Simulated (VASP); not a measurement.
Set up this calculation in VASP 6.6.1, as the native input.

```yaml
Task: relaxation of cell and atoms
Functional: PBEsol
Potentials_or_basis: VASP PAW PBE potentials, release 64 (Ga_d, As)
Cutoff: 600 eV
k_mesh: 3 × 3 × 3
Occupations: gaussian, width 0.02 eV
Spin: no spin polarisation
Further_INCAR_settings: ALGO = Normal; EDIFF = 1e-06; IBRION = 2; EDIFFG = -0.005; NSW = 40; ISIF = 3
```

The structure of GaAs lies in POSCAR:

```
GaAs
1.0
    0.0000000000      2.8750910500      2.8750910500
    2.8750910500      0.0000000000      2.8750910500
    2.8750910500      2.8750910500      0.0000000000
Ga As
1 1
Direct
    0.0000000000      0.0000000000      0.0000000000
    0.7500000000      0.7500000000      0.7500000000
```

The cell is a database's computed one.

The input as run:

INCAR

```
  PREC = Accurate
  ENCUT = 600
  EDIFF = 1E-6
  ISMEAR = 0
  SIGMA = 0.02
  LREAL = False
  LASPH = True
  NELM = 80
  ALGO = Normal
  ISIF = 3
  LWAVE = False
  LCHARG = False
  GGA = PS
  IBRION = 2
  NSW = 40
  EDIFFG = -0.005
```

KPOINTS

```
Automatic mesh
0
Gamma
  3 3 3
```

Potentials or basis: VASP PAW PBE potentials, release 64 (Ga_d, As).

Launch:

```console
$ cat potpaw_PBE.64/Ga_d/POTCAR potpaw_PBE.64/As/POTCAR > POTCAR
$ mpirun -np 1 vasp_std > vasp.out
```

It gave:

```json
{"Relaxed volume": "23.07 Å³/atom", "Relaxed cell": "a = 4.026 Å, b = 4.026 Å, c = 4.026 Å, α = 60.00°, β = 60.00°, γ = 60.00°", "Space group after relaxing (to 0.05 Å)": "F-43m (No. 216)", "Energy gained by relaxing": "4.0 meV/atom", "Ionic steps": "3", "Pressure after relaxing": "0.0 GPa", "Band gap on the k mesh": "0.26 eV, direct"}
```

Caveat: the k mesh is coarse (spacing up to 0.63 Å⁻¹), so the values aren't converged; the PAW data sets were made with another functional, which shifts forces and pressure a little.

It took 11 s on 1 thread of Intel(R) Xeon(R) Platinum 8488C (Sapphire Rapids), with other jobs on the host, peak memory 0.18 GiB.
